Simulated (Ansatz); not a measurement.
# CaF2 (fluorite): zero-pressure volume and bulk modulus with r²SCAN + D3(BJ)-ATM

An exercise on one series of results from a longer session: the logs are not shown, and one member is left open.

Computed with Ansatz 0.2.0 (DFT r²SCAN + D3(BJ)-ATM, scalar-relativistic, plane waves, PAW, unless a step's input says otherwise).

## The starting structure

It takes space group Fm-3m (No. 225, cubic). The conventional cell has a = 5.462 Å, b = 5.462 Å, c = 5.462 Å, α = 90.00°, β = 90.00°, γ = 90.00°. Ca (site symmetry m-3m) has 8 F at 2.37 Å in its first shell of neighbours. Around F (site symmetry -43m) lie 4 Ca at 2.37 Å.

Coordinates:

```cif
data_structure
_symmetry_space_group_name_H-M 'P 1'
_symmetry_Int_Tables_number 1
_cell_length_a 3.8626
_cell_length_b 3.8626
_cell_length_c 3.8626
_cell_angle_alpha 60.000
_cell_angle_beta 60.000
_cell_angle_gamma 60.000
_cell_volume 40.75
loop_
_atom_site_label
_atom_site_type_symbol
_atom_site_fract_x
_atom_site_fract_y
_atom_site_fract_z
_atom_site_occupancy
Ca1 Ca 0.00000 0.00000 0.00000 1
F1 F 0.25000 0.25000 0.25000 1
F2 F 0.75000 0.75000 0.75000 1
```

At PBE, an earlier run found 2.18 GPa for this cell of 13.583 Å³/atom (8×8×8 mesh), gap on the mesh 7.30 eV.

The first run:

Contents of input.yaml:

```yaml
crystal:
  lattice:
    - [0.0, 2.7312487411, 2.7312487411]
    - [2.7312487411, 0.0, 2.7312487411]
    - [2.7312487411, 2.7312487411, 0.0]
  atoms:
    - { symbol: Ca, position: [0.0, 0.0, 0.0] }
    - { symbol: F, position: [0.25, 0.25, 0.25] }
    - { symbol: F, position: [0.75, 0.75, 0.75] }
basis:
  ecutwfc: 500
  ecutrho_ratio: 4
kpoints:
  mp_grid: { grid: [8, 8, 8] }
hamiltonian:
  xc: r2scan
  dispersion: d3bjatm
scf:
  occupations: { method: gaussian, width: 0.05 }
output:
  forces: true
  stress: true
  eigenvalues: true
```

Run with:

```console
ansatz run input.yaml --threads 4 --pin off --max-ram 8192MiB --backend cpu --events-out ev --progress --plain --runs-dir out
```

Among the steps run: At the given cell; Stepping to 13.417 Å³/atom; Stepping to 13.301 Å³/atom; Volume × 0.98 of the new zero; Volume × 1.02 of the new zero; Volume × 0.96 of the new zero; Volume × 1.04 of the new zero.

One table of the session follows, with a row left open; its other results are not shown here.

It belongs to the step «Energy and pressure against volume». 

```
volume (Å³/atom)  energy (meV/atom)  pressure (GPa)
          12.769               6.56            4.10
          13.035               1.58            1.94
          13.301               0.00            0.00
          13.567                  ?               ?
          13.833               5.65           -3.29
```

Estimate the missing values for volume (Å³/atom) = 13.567.

Worked estimate for «energy (meV/atom)». A straight line through the neighbours (13.301, 0.00) and (13.833, 5.65) gives 0.00 + (5.65 − 0.00) × (13.567 − 13.301) / (13.833 − 13.301) = 2.83; a parabola fitted to 3 rows on both sides gives 1.36.

As computed: energy (meV/atom): 1.47; pressure (GPa): -1.73. In «energy (meV/atom)» the line misses by +1.36 and the parabola by -0.11.
